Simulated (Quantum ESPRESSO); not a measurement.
Crystal: Ag.

```xyz
1
Lattice="0.0000 2.0427 2.0427 2.0427 0.0000 2.0427 2.0427 2.0427 0.0000" Properties=species:S:1:pos:R:3 pbc="T T T"
Ag    0.0000    0.0000    0.0000
```

Base run:

```yaml
Program: Quantum ESPRESSO 7.5
Functional: rev-vdW-DF2
Potentials_or_basis: PseudoDojo 0.4.1 SR PBE standard
Cutoff: 1116 eV
Density_cutoff: 4463 eV
k_mesh: 11 × 11 × 11
Occupations: fermi-dirac, width 0.05 eV
Spin: no spin polarisation
```

Its results: band gap on the k mesh none (metal or under the smearing width); pressure 0.8 GPa.

**Question.** The run is repeated on the same cell with these changes: functional from rev-vdW-DF2 to vdW-DF3-opt1. What comes out?

**Answer.** Band gap on the k mesh none (metal or under the smearing width); pressure -1.4 GPa.

Caveats: the potentials were made for another functional, which shifts forces and pressure.

Not every run made on this cell is shown here.
